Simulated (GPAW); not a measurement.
PtSe2 (Sudovikovite):

```xyz
3
Lattice="3.7240 0.0000 0.0000 -1.8620 3.2251 0.0000 0.0000 0.0000 5.0620" Properties=species:S:1:pos:R:3 pbc="T T T"
Pt    0.0000    0.0000    0.0000
Se    1.8620    1.0750    3.7965
Se    0.0000    2.1501    1.2655
```

| Property | Result |
| --- | --- |
| Program | GPAW 26.7.0 |
| Task | relaxation of cell and atoms |
| Functional | PBE |
| Potentials or basis | GPAW PAW data sets (gpaw-data 1.2.1) |
| Cutoff | 600 eV |
| Basis | pw |
| k mesh | 6 × 6 × 4 |
| Occupations | fermi-dirac, width 0.05 eV |
| Spin | no spin polarisation |

At the start: pressure 7.4 GPa; volume 20.27 Å³/atom.

Task: Where does the relaxation end?

Result: Over 17 steps the energy falls by 37.7 meV/atom and the volume is 26.00 Å³/atom (+28.3 %); space group P-3m1 (No. 164, to 0.05 Å).

Step by step:
| step | energy change (eV) | largest force (eV/Å) | pressure (GPa) | volume (Å³) |
| --- | --- | --- | --- | --- |
| 1 | 0.0000 | 0.6119 | 7.40 | 60.80 |
| 2 | -0.0402 | 0.3451 | 4.92 | 61.61 |
| 3 | -0.0723 | 0.0994 | 0.77 | 63.24 |
| 4 | -0.0733 | 0.1298 | 0.38 | 63.46 |
| 5 | -0.0749 | 0.1465 | -0.09 | 63.84 |
| 6 | -0.0769 | 0.1212 | -0.38 | 64.30 |
| 7 | -0.0786 | 0.0554 | -0.30 | 64.61 |
| 8 | -0.0794 | 0.0024 | -0.04 | 64.67 |
| 9 | -0.0800 | 0.0284 | 0.18 | 64.67 |
| 10 | -0.0811 | 0.0664 | 0.50 | 64.72 |
| 11 | -0.0836 | 0.1144 | 0.92 | 65.00 |
| 12 | -0.0880 | 0.1599 | 1.32 | 65.81 |
| 13 | -0.0946 | 0.1356 | 1.33 | 67.25 |
| 14 | -0.1050 | 0.1210 | 1.27 | 71.09 |
| 15 | -0.1099 | 0.0502 | 0.72 | 73.79 |
| 16 | -0.1126 | 0.0041 | 0.16 | 76.36 |
| 17 | -0.1131 | 0.0095 | 0.06 | 78.01 |

Final structure:
```cif
data_structure
_symmetry_space_group_name_H-M 'P 1'
_symmetry_Int_Tables_number 1
_cell_length_a 3.7533
_cell_length_b 3.7533
_cell_length_c 6.3944
_cell_angle_alpha 90.000
_cell_angle_beta 90.000
_cell_angle_gamma 120.000
_cell_volume 78.01
loop_
_atom_site_label
_atom_site_type_symbol
_atom_site_fract_x
_atom_site_fract_y
_atom_site_fract_z
_atom_site_occupancy
Pt1 Pt 0.00000 0.00000 0.00000 1
Se1 Se 0.66667 0.33333 0.79581 1
Se2 Se 0.33333 0.66667 0.20419 1
```

Caveat: later steps reuse the first step's grids; the volume moved by over 15 % at a fixed basis, so the end points are rough; this functional lacks dispersion, which binds the layers, so the pressure and a relaxed spacing across them are unreliable, and here the layers came unbound.
